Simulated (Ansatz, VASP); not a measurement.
# Cu in VASP and in Ansatz

```xyz
1
Lattice="0.0000 1.8617 1.8075 1.8617 0.0000 1.8075 1.8617 1.8617 0.0000" Properties=species:S:1:pos:R:3 pbc="T T T"
Cu    0.0000    0.0000    0.0000
```

Change from the starting cell: equal xx and yy strain of +3 %, PAW files.

Alike in both runs: task electric field gradients; functional PBE; k mesh 19 × 19 × 19; occupations fermi-dirac, width 0.08 eV; no spin polarisation.

```csv
,VASP,Ansatz
version,VASP 6.6.1,Ansatz 0.2.0
potentials or method,"VASP PAW PBE potentials, release 64 (Cu)","PAW with Ansatz's default frozen-core files, scalar-relativistic"
plane-wave cutoff (eV),520,420
valence electrons in the cell,11,19
```

|  | VASP | Ansatz | Ansatz less VASP |
| --- | --- | --- | --- |
| pressure (GPa) | -5.4 | -5.9 | -0.53 |
| largest component of the traceless stress (GPa) | 0.65 | 0.66 | +0.015 |
| Vzz of the field gradient on the site that differs most (V/Å²) | 0.0 | 0.3 | +0.34 |

The two sets of potentials don't hold the same shells in valence.
